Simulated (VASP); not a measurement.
# Si2W (I4/mmm) in VASP: a series of runs

The runs below take Si2W through relaxation of cell and atoms, with PBE.

All numbers are computed with VASP 6.6.1; they aren't measurements. Logs are shortened: lines on timing, memory, paths and dates and some standing lists are left out, and cuts for length are marked.

## Step 1: The structure

Symmetry: I4/mmm, No. 139, tetragonal system. The conventional cell has a = 3.214 Å, b = 3.214 Å, c = 7.830 Å, α = 90.00°, β = 90.00°, γ = 90.00°. Si (site symmetry 4mm) is surrounded by 5 Si at 2.59 to 2.63 Å and 5 W at 2.62 Å. W (site symmetry 4/mmm) has 10 Si at 2.62 Å as nearest neighbours.

## Step 2: Relaxation of cell and atoms, PBE

File INCAR:

```
ALGO = Normal ; EDIFF = 1E-7
EDIFFG = -0.002 ; ENCUT = 520
GGA = PE ; IBRION = 2
ISIF = 3 ; ISMEAR = 0
LASPH = True ; LCHARG = False
LREAL = False ; LWAVE = False
NELM = 80 ; NSW = 80
PREC = Accurate ; SIGMA = 0.1
```

File KPOINTS:

```
k-points
0
Gamma
  4 4 4
```

File POSCAR:

```
Si2W
1.0
   -1.6069000000      1.6069000000      3.9149500000
    1.6069000000     -1.6069000000      3.9149500000
    1.6069000000      1.6069000000     -3.9149500000
Si W
2 1
Direct
    0.3347000000      0.3347000000      0.0000000000
    0.6653000000      0.6653000000      0.0000000000
    0.0000000000      0.0000000000      0.0000000000
```

Potentials or basis: VASP PAW PBE potentials, release 64 (Si, W_sv).

Started as:

```sh
$ cat potpaw_PBE.64/Si/POTCAR potpaw_PBE.64/W_sv/POTCAR > POTCAR
$ mpirun -np 1 vasp_std > vasp.out
```

OUTCAR:

```text
EDIFF = 1E-7
   EDIFFG = -0.002
   ENCUT = 520
   GGA = PE
   IBRION = 2
   ISIF = 3
   ISMEAR = 0
   LASPH = True
   LREAL = False
   NELM = 80
   NSW = 80
   PREC = Accurate

 ion  position               nearest neighbor table
   1  0.335  0.335  0.000-   2 2.59   3 2.62   3 2.62   3 2.62   3 2.62   3 2.62   2 2.63   2 2.63
                             2 2.63   2 2.63
   2  0.665  0.665  0.000-   1 2.59   3 2.62   3 2.62   3 2.62   3 2.62   3 2.62   1 2.63   1 2.63
                             1 2.63   1 2.63
   3  0.000  0.000  0.000-   2 2.62   2 2.62   2 2.62   1 2.62   2 2.62   1 2.62   1 2.62   1 2.62
                             1 2.62   2 2.62

  LATTYP: Found a body centered tetragonal cell.
 ALAT       =     3.2138000000
 C/A-ratio  =     2.4363370465

  Lattice vectors:

 A1 = (  -1.6069000000,   1.6069000000,   3.9149500000)
 A2 = (   1.6069000000,  -1.6069000000,   3.9149500000)
 A3 = (   1.6069000000,   1.6069000000,  -3.9149500000)

Analysis of symmetry for initial positions (statically):
=====================================================================
 Subroutine PRICEL returns:
 Original cell was already a primitive cell.

 Routine SETGRP: Setting up the symmetry group for a
 body centered tetragonal supercell.

 Subroutine GETGRP returns: Found 16 space group operations
 (whereof 16 operations were pure point group operations)
 out of a pool of 16 trial point group operations.

The static configuration has the point symmetry D_4h.

Analysis of symmetry for dynamics (positions and initial velocities):
=====================================================================
 Subroutine PRICEL returns:
 Original cell was already a primitive cell.

 Routine SETGRP: Setting up the symmetry group for a
 body centered tetragonal supercell.

 Subroutine GETGRP returns: Found 16 space group operations
 (whereof 16 operations were pure point group operations)
 out of a pool of 16 trial point group operations.

The dynamic configuration has the point symmetry D_4h.

 Subroutine INISYM returns: Found 16 space group operations
 (whereof 16 operations are pure point group operations),
 and found     1 'primitive' translations

----------------------------------------------------------------------------------------

                                     Primitive cell

  volume of cell :      40.4356

  direct lattice vectors                    reciprocal lattice vectors
    -1.606900000  1.606900000  3.914950000     0.000000000  0.311158131  0.127715552
     1.606900000 -1.606900000  3.914950000     0.311158131  0.000000000  0.127715552
     1.606900000  1.606900000 -3.914950000     0.311158131  0.311158131  0.000000000

  length of vectors
     4.526708376  4.526708376  4.526708376     0.336348992  0.336348992  0.440044048

  position of ions in fractional coordinates (direct lattice)
     0.334700000  0.334700000  0.000000000
     0.665300000  0.665300000  0.000000000
     0.000000000  0.000000000  0.000000000

  ion indices of the primitive-cell ions
   primitive index   ion index
                 1           1
                 2           2
                 3           3

----------------------------------------------------------------------------------------

 KPOINTS: k-points

Automatic generation of k-mesh.
 Grid dimensions read from file:
 generate k-points for:    4    4    4

 Generating k-lattice:

  Cartesian coordinates                     Fractional coordinates (reciprocal lattice)
     0.000000000  0.077789533  0.031928888     0.250000000  0.000000000  0.000000000
     0.077789533  0.000000000  0.031928888     0.000000000  0.250000000  0.000000000
     0.077789533  0.077789533  0.000000000     0.000000000  0.000000000  0.250000000

  Length of vectors
     0.084087248  0.084087248  0.110011012

  Shift w.r.t. Gamma in fractional coordinates (k-lattice)
     0.000000000  0.000000000  0.000000000

 Subroutine IBZKPT returns following result:
 ===========================================

 Found     13 irreducible k-points:

 Following reciprocal coordinates:
            Coordinates               Weight
  0.000000  0.000000  0.000000      1.000000
  0.250000  0.000000  0.000000      8.000000
  0.500000  0.000000  0.000000      4.000000
  0.250000  0.250000  0.000000      8.000000
  0.500000  0.250000  0.000000     16.000000
 -0.250000  0.250000  0.000000      4.000000
  0.500000  0.500000  0.000000      2.000000
  0.250000  0.250000  0.250000      2.000000
 -0.250000  0.250000  0.250000      4.000000
  0.500000  0.500000  0.250000      4.000000
 -0.250000  0.500000  0.250000      8.000000
 -0.250000 -0.250000  0.250000      2.000000
  0.500000  0.500000  0.500000      1.000000
   k-points           NKPTS =     13   k-points in BZ     NKDIM =     13   number of bands    NBANDS=     15
   number of dos      NEDOS =    301   number of ions     NIONS =      3
   total plane-waves  NPLWV =  46656
   dimension x,y,z NGX =    36 NGY =   36 NGZ =   36
   dimension x,y,z NGXF=    72 NGYF=   72 NGZF=   72
   ions per type =               2   1
   NGX,Y,Z   is equivalent  to a cutoff of  13.22, 13.22, 13.22 a.u.
   NGXF,Y,Z  is equivalent  to a cutoff of  26.44, 26.44, 26.44 a.u.
 SYSTEM =  unknown system
   PREC   = accura    normal or accurate (medium, high low for compatibility)
   ISTART =      0    job   : 0-new  1-cont  2-samecut
   ICHARG =      2    charge: 1-file 2-atom 10-const
   ISPIN  =      1    spin polarized calculation?
   LNONCOLLINEAR =      F non collinear calculations
   LSORBIT =      F    spin-orbit coupling
   LASPH  =      T    aspherical Exc in radial PAW
   ENCUT  =  520.0 eV  38.22 Ry    6.18 a.u.   8.42  8.42  8.42*2*pi/ulx,y,z
   NELM   =     80;   NELMIN=  2; NELMDL= -5     # of ELM steps
   EDIFF  = 0.1E-06   stopping-criterion for ELM
   LREAL  =      F    real-space projection
   EDIFFG = -.2E-02   stopping-criterion for IOM
   NSW    =     80    number of steps for IOM
   IBRION =      2    ionic relax: 0-MD 1-quasi-New 2-CG
   NFREE  =      1    steps in history (QN), initial steepest desc. (CG)
   ISIF   =      3    stress and relaxation
   ISYM   =      2    0-nonsym 1-usesym 2-fastsym
   POTIM  = 0.5000    time-step for ionic-motion
   TEBEG  =    0.0;   TEEND  =   0.0 temperature during run
   PSTRESS=    0.0 pullay stress
   NELECT =      22.0000    total number of electrons
   NUPDOWN=      -1.0000    fix difference up-down
   EMIN   =  10.00;   EMAX   =-10.00  energy-range for DOS
   EFERMI =   0.00;   METHOD = LEGACY
   ISMEAR =     0;   SIGMA  =   0.10  broadening in eV -4-tet -1-fermi 0-gaus
   EFERMI_NEDOS =   21; number of points for ismear=-14 and -15
   IALGO  =     38    algorithm
   IMIX   =      4    mixing-type and parameters
     AMIX     =   0.40;   BMIX     =  1.00
     AMIX_MAG =   1.60;   BMIX_MAG =  1.00
  volume/ion in A,a.u.               =      13.48        90.96
  Fermi-wavevector in a.u.,A,eV,Ry     =   1.336476  2.525573 24.302284  1.786167
  Thomas-Fermi vector in A             =   2.465099
   LORBIT       =      0    0 simple, 1 ext, 2 COOP (PROOUT), +10 PAW based schemes
   GGA     = PE    functional components
   LHFCALC =     F    Hartree Fock is set to
   AEXX    =    0.0000 exact exchange contribution
   IVDW    =     0    specifies the selected vdW correction
   LEPSILON=     F    determine dielectric tensor
   LRPA    =     F    only Hartree local field effects (RPA)
 conjugate gradient relaxation of ions
 non-spin polarized calculation
 Gauss-broadening in eV      SIGMA  =   0.10
  energy-cutoff  :      520.00
  volume of cell :       40.44
 maximum number of plane-waves:      1104
 NGX is ok and might be reduce to    36
   NGX = 17   NGY = 17   NGZ = 17

--------------------------------------- Ionic step        1  -------------------------------------------

 number of electron      21.9999999 magnetization

 Free energy of the ion-electron system (eV)
  ---------------------------------------------------
  ext. energy  EPLUGINS =         0.00000000
  ---------------------------------------------------
  free energy    TOTEN  =       -24.76555023 eV

  energy without entropy =      -24.76459924  energy(sigma->0) =      -24.76507473

------------------------ aborting loop because EDIFF is reached ----------------------------------------

  FORCE on cell =-STRESS in cart. coord.  units (eV):
  Direction    XX          YY          ZZ          XY          YZ          ZX
  --------------------------------------------------------------------------------------
  -------------------------------------------------------------------------------------
  Total        0.8764053      0.8764053      1.3959974      0.0000000      0.0000000      0.0000000
  in kB       34.7257534     34.7257534     55.3135165      0.0000000      0.0000000      0.0000000
  external PRESSURE =      41.5883411 kB  Pullay stress =       0.0000000 kB
[... 92 lines left out ...]
  FREE ENERGIE OF THE ION-ELECTRON SYSTEM (eV)
  ---------------------------------------------------
  free  energy   TOTEN  =       -24.7771178193 eV

  energy  without entropy=      -24.7768677079  energy(sigma->0) =      -24.77699276

[... ionic steps 4 to 10 ...]

--------------------------------------- Ionic step       11  -------------------------------------------

 number of electron      22.0000000 magnetization

------------------------ aborting loop because EDIFF is reached ----------------------------------------

  FORCE on cell =-STRESS in cart. coord.  units (eV):
  Direction    XX          YY          ZZ          XY          YZ          ZX
  --------------------------------------------------------------------------------------
  -------------------------------------------------------------------------------------
  Total       -0.0053867     -0.0053867     -0.0119808      0.0000000      0.0000000      0.0000000
  in kB       -0.2098595     -0.2098595     -0.4667586      0.0000000      0.0000000      0.0000000
  external PRESSURE =      -0.2954925 kB  Pullay stress =       0.0000000 kB
[... 59 lines left out ...]
  energy  without entropy=      -24.7776142843  energy(sigma->0) =      -24.77772848

--------------------------------------- Ionic step       13  -------------------------------------------

 number of electron      22.0000000 magnetization

 Free energy of the ion-electron system (eV)
  ---------------------------------------------------
  ext. energy  EPLUGINS =         0.00000000
  ---------------------------------------------------
  free energy    TOTEN  =       -24.77784346 eV

  energy without entropy =      -24.77761783  energy(sigma->0) =      -24.77773064

 E-fermi :  11.8770     XC(G=0): -12.4494

 val. band max:       11.7099926740   @ k =   0.2500   0.2500   0.2500
 cond. band min:      12.0614961640   @ k =   0.5000   0.5000   0.2500
 fundamental gap:      0.3515034901
 Fermi energy:        11.8770221866

 k-point     1 :       0.0000    0.0000    0.0000
  band No.  band energies     occupation
      1     -62.1832      2.00000
      2     -26.4223      2.00000
      3     -26.4223      2.00000
      4     -26.4045      2.00000
      5      -2.2221      2.00000
      6       4.9993      2.00000
      7       7.9284      2.00000
      8       8.4835      2.00000
      9       8.9210      2.00000
     10       8.9210      2.00000
     11      12.3462      0.00000
     12      14.3448      0.00000
     13      14.6772      0.00000
     14      14.8423      0.00000
     15      14.8423      0.00000
[... 244 lines left out ...]
  FREE ENERGIE OF THE ION-ELECTRON SYSTEM (eV)
  ---------------------------------------------------
  free  energy   TOTEN  =       -24.7778434568 eV

  energy  without entropy=      -24.7776178330  energy(sigma->0) =      -24.77773064

 reached required accuracy - stopping structural energy minimisation
```

Run time: 46 s. Hardware: 1 thread of Intel Xeon 6975P-C (Granite Rapids), shared host; peak memory 0.21 GiB.

Results:

| Property | Result |
| --- | --- |
| Free energy | -24.7778 eV |
| Relaxed volume | 13.71 Å³/atom |
| Relaxed cell | a = 4.558 Å, b = 4.558 Å, c = 4.558 Å, α = 138.52°, β = 138.52°, γ = 60.10° |
| Space group after relaxing (to 0.05 Å) | I4/mmm (No. 139) |
| Energy gained by relaxing | 4.1 meV/atom |
| Ionic steps | 13 |
| Pressure after relaxing | 0.0 GPa |
| Band gap on the k mesh | none (metal or under the smearing width) |

Step by step:
```tsv
step	energy change (eV)	largest force (eV/Å)	pressure (GPa)	volume (Å³)
1	0.0000	0.2782	4.16	40.44
2	0.0209	0.1353	-7.00	42.52
3	-0.0116	0.1117	-0.29	41.20
4	-0.0116	0.1148	-0.20	41.18
5	-0.0123	0.0192	0.05	41.11
6	-0.0123	0.0054	0.08	41.10
7	-0.0123	0.0050	-0.10	41.14
8	-0.0123	0.0000	-0.01	41.12
9	-0.0123	0.0003	-0.01	41.12
10	-0.0123	0.0012	-0.03	41.13
11	-0.0123	0.0006	-0.03	41.12
12	-0.0123	0.0007	0.05	41.11
13	-0.0123	0.0002	0.01	41.12
```

Final structure:
```
Si W
1.0
    -1.61411    1.61411    3.94554
     1.61411   -1.61411    3.94554
     1.61411    1.61411   -3.94554
Si W
2 1
Cartesian
  0.0000 0.0000 2.6301
  0.0000 0.0000 5.2610
  0.0000 0.0000 0.0000
```

Levels at points of the mesh, in eV from the Fermi level:
| k point | band 8 | band 9 | band 10 | band 11 | band 12 | band 13 | band 14 | band 15 |
| --- | --- | --- | --- | --- | --- | --- | --- | --- |
| (0.00, 0.00, 0.00) | -3.39 | -2.96 | -2.96 | 0.47 | 2.47 | 2.80 | 2.97 | 2.97 |
| (0.50, 0.00, 0.00) | -4.95 | -2.88 | -2.85 | -0.56 | 2.49 | 2.58 | 3.77 | 4.11 |
| (0.50, 0.50, 0.00) | -5.68 | -5.12 | -3.34 | -1.86 | 2.50 | 2.74 | 2.91 | 3.62 |
| (0.50, 0.50, 0.50) | -2.72 | -1.00 | -1.00 | -0.64 | -0.64 | 0.64 | 4.20 | 4.56 |

Caveat: the k mesh is coarse (spacing up to 0.69 Å⁻¹), so the values aren't converged. The run has no spin-orbit coupling, so splittings on W are missing.

## Step 3: Relaxation of cell and atoms, PBE

This run uses another cell than the first one, of 13.71 Å³/atom, 1.017 times its volume.

INCAR is that of step 2.

KPOINTS is that of step 2.

File POSCAR:

```
Si2W                                    
1.0
   -1.6141084871      1.6141084871      3.9455356312
    1.6141084871     -1.6141084871      3.9455356312
    1.6141084871      1.6141084871     -3.9455356312
  Si              W             
     2     1
Direct
     0.3333020442393934    0.3333020442393934    0.0000000000000000
     0.6666979557606064    0.6666979557606064    0.0000000000000000
     0.0000000000000000    0.0000000000000000    0.0000000000000000
```

Potentials or basis: VASP PAW PBE potentials, release 64 (Si, W_sv).

Started as:

```sh
$ cat potpaw_PBE.64/Si/POTCAR potpaw_PBE.64/W_sv/POTCAR > POTCAR
$ mpirun -np 1 vasp_std > vasp.out
```

Run time: 6.9 s. Hardware: 1 thread of Intel Xeon 6975P-C (Granite Rapids), shared host; peak memory 0.2 GiB.

Results (log left out):

- Free energy: -24.7780 eV
- Pressure after relaxing: 0.0 GPa
- Band gap on the k mesh: none (metal or under the smearing width)

Final structure:
```
Si W
1.0
    -1.61411    1.61411    3.94554
     1.61411   -1.61411    3.94554
     1.61411    1.61411   -3.94554
Si W
2 1
Direct
  0.33330 0.33330 0.00000
  0.66670 0.66670 0.00000
  0.00000 0.00000 0.00000
```

Levels at points of the mesh, in eV from the Fermi level:
```tsv
k point	band 7	band 8	band 9	band 10	band 11	band 12	band 13	band 14	band 15
(0.00, 0.00, 0.00)	-3.95	-3.39	-2.96	-2.96	0.47	2.47	2.80	2.97	2.97
(0.50, 0.00, 0.00)	-5.80	-4.95	-2.88	-2.85	-0.56	2.49	2.58	3.77	4.11
(0.50, 0.50, 0.00)	-6.11	-5.68	-5.12	-3.34	-1.86	2.50	2.74	2.91	3.62
(0.50, 0.50, 0.50)	-3.90	-2.72	-1.00	-1.00	-0.64	-0.64	0.64	4.20	4.56
```

Caveat: the k mesh is coarse (spacing up to 0.69 Å⁻¹), so the values aren't converged; the relaxation stopped at its first step, so nothing moved.
